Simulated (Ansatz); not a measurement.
# CaS (rocksalt): zero-pressure volume and bulk modulus with r²SCAN, part 2 of 2

Aim: take the cell of CaS (rocksalt) to zero pressure with r²SCAN, then fit an equation of state.

Ansatz 0.2.0; DFT r²SCAN, scalar-relativistic, plane waves, PAW.

## (6) Volume × 0.96 of the new zero

Contents of input.yaml:

```yaml
crystal:
  lattice:
    - [0.0, 2.8083120083, 2.8083120083]
    - [2.8083120083, 0.0, 2.8083120083]
    - [2.8083120083, 2.8083120083, 0.0]
  atoms:
    - { symbol: Ca, position: [0.5, 0.5, 0.5] }
    - { symbol: S, position: [0.0, 0.0, 0.0] }
basis:
  ecutwfc: 500
  ecutrho_ratio: 4
kpoints:
  mp_grid: { grid: [8, 8, 8] }
hamiltonian:
  xc: r2scan
scf:
  occupations: { method: gaussian, width: 0.05 }
output:
  forces: true
  stress: true
  eigenvalues: true
```

The run is started by

```
> ansatz run input.yaml --threads 4 --pin off --max-ram 8192MiB --backend cpu --events-out ev --progress --plain --runs-dir out
```

The program printed:

```text
Warning: RAYON_NUM_THREADS=4 ignored (pool sized by the plan → 4); use --threads N
Engine: ansatz 0.2.0, aarch64-unknown-linux-gnu
Pseudopotentials: kind: paw
Pseudopotential: Ca, paw, valence charge 10, recommended cutoff 500 eV (meta_gga), Ca.paw.azcp
Pseudopotential: S, paw, valence charge 6, recommended cutoff 500 eV (meta_gga), S.paw.azcp
Functional definition: r2SCAN
  parameter k0 = 0.174
  parameter k1 = 0.065
  parameter a1 = 4.9479
  exchange = r2scan_x(k0 = k0, k1 = k1, a1 = a1)
  correlation = r2scan_c
Crystal: 2 atoms, lattice volume = 44.296 Å³
Basis set: ecut = 500 eV, 1139 PW (Γ), exchange–correlation on 120×120×120 points (64 copies of the dense FFT grid, shifted against one another)
Bands: 12, of which v1, the nominal top of the filled ones, is band 8 counted from 1 (7 counted from 0)
Symmetry: 48 space group operations
Space group: Fm-3m (ITA 225), of the structure as read, at distance tolerance 3.5e-5 Å
k-points: 29 of 512
Non-local potential: Ca, projectors of the file, l = 0: 3, l = 1: 2, l = 2: 2
Non-local potential: S, projectors of the file, l = 0: 2, l = 1: 2, l = 2: 2
PAW form: soft (Blöchl's): semilocal exchange-correlation on the pseudo side does not see the compensation charge
PAW frozen core: Ca, regenerated for the run's functional (the file was generated under x = pbe(κ = 0.804, μ = 0.2195149727645171), c = pbe(β = 0.06672455060314922))
PAW frozen core: S, regenerated for the run's functional (the file was generated under x = pbe(κ = 0.804, μ = 0.2195149727645171), c = pbe(β = 0.06672455060314922))
PAW one-centre angular grid: Ca, 302 points (default); XC on 160 Gauss nodes
PAW one-centre angular grid: S, 302 points (default); XC on 160 Gauss nodes
Initial density: superposition of atomic densities (neutral atoms: chi_scale 0, normalization atom), corrected by the library's trained network
Initial wavefunctions: pseudopotential atomic-orbital guess
Functional: x = r2scan, c = r2scan; τ floored in thin density (d = 2e-4 eV/Å³)
SCF iter   1: F=—  HF=-2732.344929 eV  |F-HF|=—  |Δ(HF+E_count)|=         —  Δρ=5.33e-3  dr2=1.06e-2  dr2_τ=9.46e-3  ethr=1.77e-3  ⟨swp⟩=6.9  Hψ=2523  notcnv=0
preconditioner: auto → none  [insulator: Δε(μ)=2.740 eV  Ē_g=17.361 eV  σ=0.050 eV  W_gap=1.00  n_scr=14 (ndim 8)  ℏωp=20.9 eV  f_vac=0.000  D(μ)=0.00/eV (n_scr^D=0)  ε∞_Penn≈2.4]
SCF iter   2: F=—  HF=-2732.395142 eV  |F-HF|=—  |Δ(HF+E_count)|=   5.02e-2  Δρ=2.23e-3  dr2=1.06e-3  dr2_τ=1.27e-4  ethr=6.64e-5  ⟨swp⟩=2.0  Hψ=906  notcnv=0
SCF iter   3: F=—  HF=-2732.395337 eV  |F-HF|=—  |Δ(HF+E_count)|=   1.95e-4  Δρ=7.61e-4  dr2=1.39e-4  dr2_τ=1.84e-5  ethr=6.64e-6  ⟨swp⟩=2.0  Hψ=513  notcnv=0
SCF iter   4: F=—  HF=-2732.395381 eV  |F-HF|=—  |Δ(HF+E_count)|=   4.44e-5  Δρ=1.08e-4  dr2=4.61e-6  dr2_τ=1.25e-6  ethr=8.66e-7  ⟨swp⟩=2.7  Hψ=588  notcnv=0
SCF iter   5: F=—  HF=-2732.395380 eV  |F-HF|=—  |Δ(HF+E_count)|=   7.38e-7  Δρ=1.92e-5  dr2=5.11e-8  dr2_τ=1.62e-8  ethr=2.88e-8  ⟨swp⟩=2.0  Hψ=460  notcnv=0
SCF iter   6: F=-2732.395381 eV  HF=-2732.395381 eV  |F-HF|=1.06e-10  |Δ(HF+E_count)|=   5.44e-8  Δρ=2.56e-6  dr2=2.06e-9  dr2_τ=1.74e-10  ethr=3.20e-10  ⟨swp⟩=2.4  Hψ=1270  notcnv=0
SCF 1 converged in 6 iterations: F = -2732.395381 eV  dr2 = 2.06e-9
SCF converged after 6 iterations
Free energy (F): -2732.395381 eV
Harris-Foulkes:  -2732.395381 eV  (|F-HF|=1.06e-10)
Internal energy: -2732.395381 eV  (E = F + TS)
E sigma→0 (E₀):  -2732.395381 eV
Fermi energy:    7.518290 eV
--- Per-component energies (eV) ---
  E_band       = -138.851804
  E_kinetic    = 387.495147
  E_local      = -803.540791  (includes V_loc(G=0)·N_el)
  E_nonlocal   = 91.181133
  E_hartree    = 263.742269
  E_xc         = -230.652350
  E_vxc        = -291.108889  (∫ρ·V_xc dr)
  E_paw        = -1473.358540  (= ΣΔE_a)
  E_vpaw       = -66.382740  (= ΣTr[D̂ρ^β])
  E_aug_tail   = -0.000003  (compensation charges beyond the density's cutoff)
  E_vtau       = 16.019222  (kinetic-family band-sum trace: ∫τ·v_τ [+ j·A + Jᵃ·Aᵃ] dr)
  E_ewald      = -966.931813
  E_core_change = -0.330432  (= ΣΔE_core)
  E_smearing   = -0.000000  (= −TS)
  E_closure    = 0.000000  (closes the sum)
  Σ components = -2732.395381   (vs F -2732.395381, Δ=0.00e0)
--- Forces (eV/Å), atoms counted from 1 ---
  atom   1  Ca     0.00000000    -0.00000000    -0.00000000
  atom   2  S     -0.00000000     0.00000000     0.00000000
  max |Σ_I F_I| component: 3.66e-29 eV/Å
--- Stress (GPa, compression-positive) ---
        2.809041      -0.000000      -0.000000
        0.000000       2.809041       0.000000
       -0.000000       0.000000       2.809041
  P = ⅓ Tr σ = 2.8090 GPa (28.090 kbar)
--- Band table (eV; the first three rows and the last of 29) ---
  k-point 0: bands = ["-34.4185", "-14.5214", "-14.5214", "-14.5214", "-5.7666", "6.1688", "6.1688", "6.1688", "10.8165", "10.8165", "10.8165", "11.3841"]
  k-point 1: bands = ["-34.4164", "-14.5526", "-14.5234", "-14.5234", "-5.6442", "5.5038", "5.9285", "5.9285", "10.8692", "11.0675", "11.0675", "11.9384"]
  k-point 2: bands = ["-34.4115", "-14.6262", "-14.5284", "-14.5284", "-5.3334", "4.2819", "5.4525", "5.4525", "11.0256", "11.7070", "11.7070", "13.0546"]
  k-point 28: bands = ["-34.4001", "-14.6221", "-14.6221", "-14.5928", "-4.9422", "4.2882", "4.2882", "4.5274", "11.5581", "11.5581", "12.9292", "13.4184"]
```

It took 1.4 s on 4 threads of Arm Neoverse N1, shared host; peak memory 0.4 GiB.

Read off: volume 22.148 Å³/atom, pressure 2.81 GPa, gap on the mesh 2.70 eV.

## (7) Volume × 1.04 of the new zero

input.yaml: that of step 6 with these lines changed.

```diff
@@ -2,5 +2,5 @@
   lattice:
-    - [0.0, 2.8083120083, 2.8083120083]
-    - [2.8083120083, 0.0, 2.8083120083]
-    - [2.8083120083, 2.8083120083, 0.0]
+    - [0.0, 2.8842488341, 2.8842488341]
+    - [2.8842488341, 0.0, 2.8842488341]
+    - [2.8842488341, 2.8842488341, 0.0]
   atoms:
```

The run is started by

```
> ansatz run input.yaml --threads 4 --pin off --max-ram 8192MiB --backend cpu --events-out ev --progress --plain --runs-dir out
```

The program printed:

```text
Warning: RAYON_NUM_THREADS=4 ignored (pool sized by the plan → 4); use --threads N
[... 10 set-up lines as earlier in the session ...]
Crystal: 2 atoms, lattice volume = 47.988 Å³
Basis set: ecut = 500 eV, 1243 PW (Γ), exchange–correlation on 120×120×120 points (64 copies of the dense FFT grid, shifted against one another)
Bands: 12, of which v1, the nominal top of the filled ones, is band 8 counted from 1 (7 counted from 0)
[... 2 set-up lines as earlier in the session ...]
k-points: 29 of 512
[... 10 set-up lines as earlier in the session ...]
SCF iter   1: F=—  HF=-2732.357944 eV  |F-HF|=—  |Δ(HF+E_count)|=         —  Δρ=5.24e-3  dr2=1.14e-2  dr2_τ=7.10e-3  ethr=1.77e-3  ⟨swp⟩=6.8  Hψ=2504  notcnv=0
preconditioner: auto → none  [insulator: Δε(μ)=2.939 eV  Ē_g=9.930 eV  σ=0.050 eV  W_gap=1.00  n_scr=14 (ndim 8)  ℏωp=15.2 eV  f_vac=0.000  D(μ)=0.00/eV (n_scr^D=0)  ε∞_Penn≈3.3]
SCF iter   2: F=—  HF=-2732.398744 eV  |F-HF|=—  |Δ(HF+E_count)|=   4.08e-2  Δρ=2.13e-3  dr2=1.12e-3  dr2_τ=1.31e-4  ethr=7.15e-5  ⟨swp⟩=2.0  Hψ=899  notcnv=0
SCF iter   3: F=—  HF=-2732.398900 eV  |F-HF|=—  |Δ(HF+E_count)|=   1.56e-4  Δρ=7.16e-4  dr2=1.45e-4  dr2_τ=1.94e-5  ethr=7.01e-6  ⟨swp⟩=2.1  Hψ=549  notcnv=0
SCF iter   4: F=—  HF=-2732.398939 eV  |F-HF|=—  |Δ(HF+E_count)|=   3.83e-5  Δρ=1.29e-4  dr2=6.20e-6  dr2_τ=1.70e-6  ethr=9.07e-7  ⟨swp⟩=2.5  Hψ=514  notcnv=0
SCF iter   5: F=—  HF=-2732.398939 eV  |F-HF|=—  |Δ(HF+E_count)|=   8.96e-7  Δρ=2.09e-5  dr2=6.56e-8  dr2_τ=1.98e-8  ethr=3.88e-8  ⟨swp⟩=2.0  Hψ=454  notcnv=0
SCF iter   6: F=-2732.398939 eV  HF=-2732.398939 eV  |F-HF|=1.88e-10  |Δ(HF+E_count)|=   8.08e-8  Δρ=2.69e-6  dr2=2.48e-9  dr2_τ=1.76e-10  ethr=4.10e-10  ⟨swp⟩=2.8  Hψ=1303  notcnv=0
SCF 1 converged in 6 iterations: F = -2732.398939 eV  dr2 = 2.48e-9
SCF converged after 6 iterations
Free energy (F): -2732.398939 eV
Harris-Foulkes:  -2732.398939 eV  (|F-HF|=1.88e-10)
Internal energy: -2732.398939 eV  (E = F + TS)
E sigma→0 (E₀):  -2732.398939 eV
Fermi energy:    6.779770 eV
--- Per-component energies (eV) ---
  E_band       = -153.049684
  E_kinetic    = 384.970784
  E_local      = -838.188706  (includes V_loc(G=0)·N_el)
  E_nonlocal   = 90.894928
  E_hartree    = 274.677267
  E_xc         = -229.734624
  E_vxc        = -289.935866  (∫ρ·V_xc dr)
  E_paw        = -1473.213829  (= ΣΔE_a)
  E_vpaw       = -66.238185  (= ΣTr[D̂ρ^β])
  E_aug_tail   = -0.000003  (compensation charges beyond the density's cutoff)
  E_vtau       = 16.092206  (kinetic-family band-sum trace: ∫τ·v_τ [+ j·A + Jᵃ·Aᵃ] dr)
  E_ewald      = -941.474325
  E_core_change = -0.330432  (= ΣΔE_core)
  E_smearing   = -0.000000  (= −TS)
  E_closure    = -0.000000  (closes the sum)
  Σ components = -2732.398939   (vs F -2732.398939, Δ=0.00e0)
--- Forces (eV/Å), atoms counted from 1 ---
  atom   1  Ca     0.00000000    -0.00000000    -0.00000000
  atom   2  S     -0.00000000     0.00000000    -0.00000000
  max |Σ_I F_I| component: 4.08e-29 eV/Å
--- Stress (GPa, compression-positive) ---
       -2.160887       0.000000       0.000000
       -0.000000      -2.160887       0.000000
       -0.000000       0.000000      -2.160887
  P = ⅓ Tr σ = -2.1609 GPa (-21.609 kbar)
--- Band table (eV; the first three rows and the last of 29) ---
  k-point 0: bands = ["-35.5352", "-15.6261", "-15.6261", "-15.6261", "-6.3276", "5.3385", "5.3385", "5.3385", "10.0019", "10.0019", "10.0019", "10.0116"]
  k-point 1: bands = ["-35.5339", "-15.6473", "-15.6276", "-15.6276", "-6.2275", "4.7235", "5.1354", "5.1354", "10.0002", "10.2273", "10.2273", "10.7478"]
  k-point 2: bands = ["-35.5307", "-15.6978", "-15.6313", "-15.6313", "-5.9740", "3.6033", "4.7243", "4.7243", "10.1242", "10.8015", "10.8015", "11.9791"]
  k-point 28: bands = ["-35.5233", "-15.6975", "-15.6975", "-15.6756", "-5.6272", "3.6071", "3.6071", "3.8625", "10.6407", "10.6407", "11.8497", "12.2392"]
```

Wall time 1.6 s (4 threads of Arm Neoverse N1, shared host); peak memory 0.41 GiB.

In short: volume 23.994 Å³/atom, pressure -2.16 GPa, mesh gap 2.88 eV.

## (8) Energy and pressure against volume

Energies have the smearing extrapolated to zero and count from the lowest point.

| volume (Å³/atom) | energy (meV/atom) | pressure (GPa) |
| --- | --- | --- |
| 22.148 | 8.02 | 2.81 |
| 22.609 | 2.04 | 1.37 |
| 23.071 | 0.00 | 0.07 |
| 23.532 | 1.51 | -1.10 |
| 23.994 | 6.24 | -2.16 |

volume (Å³/atom), energy (meV/atom) and a bar:
```
    22.15        8.0 ##############################
    22.61        2.0 ########
    23.07        0.0 
    23.53        1.5 ######
    23.99        6.2 #######################
```

## (9) Results

The summary covers parts 1 to 2.

```
       quantity           value
             V0  23.097 Å³/atom
             B0          61 GPa
gap on the mesh         2.80 eV
    time in all           8.9 s
```

**Reading.** r²SCAN puts the minimum at 23.10 Å³/atom, +0.5 % from the cell given, which stood at 0.8 GPa under PBE, with a bulk modulus of 61 GPa.
